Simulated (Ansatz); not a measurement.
# Lu (fcc)

Method: PBE, scalar-relativistic; no spin polarisation; PAW, 420 eV, 14×14×14 k-mesh, Gaussian smearing of 0.05 eV; code Ansatz. The datasets are Ansatz's generated set soft_2.

```cif
data_structure
_symmetry_space_group_name_H-M 'P 1'
_symmetry_Int_Tables_number 1
_cell_length_a 3.4454
_cell_length_b 3.4454
_cell_length_c 3.4454
_cell_angle_alpha 60.000
_cell_angle_beta 60.000
_cell_angle_gamma 60.000
_cell_volume 28.92
loop_
_atom_site_label
_atom_site_type_symbol
_atom_site_fract_x
_atom_site_fract_y
_atom_site_fract_z
_atom_site_occupancy
Lu1 Lu 0.00000 0.00000 0.00000 1
```

At room temperature and ambient pressure Lu is hcp.

Problem. Which orbitals carry the states at the Fermi level, and how many states are there?

Solution. Within 0.1 eV of it: Lu 5d 96 % (shares among the projected shells). The density of states at the Fermi level is about 1.6 states/eV per cell, averaged over 0.3 eV.

Density of states (tetrahedra, averaged over 0.3 eV; states/eV per cell of 1 atom; energy in eV from the Fermi level; projections on Löwdin-orthogonalised atomic orbitals, summed over sites):

| E | total | Lu 4f | Lu 5d | Lu 6s | Lu 5p |
| --- | --- | --- | --- | --- | --- |
| -6.10 | 0.0 | 0.0 | 0.0 | 0.0 | 0.0 |
| -5.80 | 0.1 | 0.0 | 0.0 | 0.1 | 0.0 |
| -5.50 | 0.1 | 0.0 | 0.0 | 0.1 | 0.0 |
| -5.20 | 0.1 | 0.0 | 0.0 | 0.1 | 0.0 |
| -4.90 | 46.8 | 46.6 | 0.1 | 0.1 | 0.0 |
| -4.60 | 0.2 | 0.0 | 0.0 | 0.1 | 0.0 |
| -4.30 | 0.2 | 0.0 | 0.0 | 0.2 | 0.0 |
| -4.00 | 0.2 | 0.0 | 0.1 | 0.2 | 0.0 |
| -3.70 | 0.3 | 0.0 | 0.1 | 0.2 | 0.0 |
| -3.40 | 0.3 | 0.0 | 0.1 | 0.2 | 0.0 |
| -3.10 | 0.4 | 0.0 | 0.1 | 0.2 | 0.0 |
| -2.80 | 0.4 | 0.0 | 0.2 | 0.2 | 0.0 |
| -2.50 | 0.6 | 0.0 | 0.4 | 0.2 | 0.0 |
| -2.20 | 0.6 | 0.0 | 0.4 | 0.2 | 0.0 |
| -1.90 | 0.8 | 0.0 | 0.6 | 0.2 | 0.0 |
| -1.60 | 0.7 | 0.0 | 0.6 | 0.1 | 0.0 |
| -1.30 | 0.7 | 0.0 | 0.6 | 0.1 | 0.0 |
| -1.00 | 0.6 | 0.0 | 0.5 | 0.1 | 0.0 |
| -0.70 | 0.6 | 0.0 | 0.6 | 0.0 | 0.0 |
| -0.40 | 1.6 | 0.0 | 1.5 | 0.0 | 0.0 |
| -0.10 | 1.6 | 0.0 | 1.5 | 0.0 | 0.0 |
| 0.20 | 1.5 | 0.0 | 1.2 | 0.1 | 0.0 |
| 0.50 | 1.4 | 0.0 | 1.3 | 0.1 | 0.0 |
| 0.80 | 1.6 | 0.0 | 1.4 | 0.1 | 0.0 |
| 1.10 | 1.6 | 0.0 | 1.3 | 0.1 | 0.0 |
| 1.40 | 1.2 | 0.0 | 1.0 | 0.1 | 0.0 |
| 1.70 | 0.9 | 0.0 | 0.8 | 0.0 | 0.0 |
| 2.00 | 0.7 | 0.0 | 0.7 | 0.0 | 0.0 |
| 2.30 | 0.9 | 0.0 | 0.9 | 0.0 | 0.0 |
| 2.60 | 1.4 | 0.0 | 1.4 | 0.0 | 0.0 |
| 2.90 | 1.1 | 0.0 | 1.1 | 0.0 | 0.0 |
| 3.20 | 1.5 | 0.0 | 1.4 | 0.1 | 0.0 |
| 3.50 | 1.3 | 0.0 | 1.1 | 0.1 | 0.0 |
| 3.80 | 1.0 | 0.0 | 0.9 | 0.0 | 0.0 |
| 4.10 | 0.9 | 0.0 | 0.8 | 0.0 | 0.0 |

With 25 valence electrons in the calculation's cell and no magnetic order, the bands, two electrons each, can't all be full or empty: band theory demands a metal. (Only strong correlation, outside this picture, could make a Mott insulator of it.)

Spin–orbit coupling, which matters for such heavy elements, is left out.
